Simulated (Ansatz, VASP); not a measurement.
**Pd: VASP beside Ansatz**

```
CELL_PARAMETERS angstrom
2.78367 0.00000 0.00000
-1.39183 2.41072 0.00000
0.00000 0.00000 4.62889
ATOMIC_POSITIONS crystal
Pd 0.66667 0.33333 0.75000
Pd 0.33333 0.66667 0.25000
```

Alike in both runs: task single point; functional PBE; k mesh 6 × 6 × 4; occupations gaussian, width 0.068 eV; collinear spin.

```csv
,VASP,Ansatz
version,VASP 6.6.1,Ansatz 0.2.0
potentials or method,"VASP PAW PBE potentials, release 64 (Pd)","scalar-relativistic, plane waves, PAW"
plane-wave cutoff (eV),520,420
valence electrons in the cell,20,36
```

Ansatz gave:

| Item | Value |
| --- | --- |
| gap on the k mesh at the Fermi level (eV) | none |
| pressure (GPa) | -1.6 |
| largest component of the traceless stress (GPa) | 0.72 |
| net moment per atom (μB) | 0.41 |
| size of the moment on the site where the two differ most (μB) | 0.43 |

**Question.** Estimate VASP's values.

**Answer.** gap on the k mesh at the Fermi level (eV): none; pressure (GPa): -1.8; largest component of the traceless stress (GPa): 0.92; net moment per atom (μB): 0.43; size of the moment on the site where the two differ most (μB): 0.43.

Site moments also hang on the region over which each program counts them. A gap of «none» marks a metal or a gap that the smearing closes. The two sets of potentials don't hold the same shells in valence.

Caveats: the k mesh is coarse (spacing up to 0.43 Å⁻¹), so the values aren't converged.
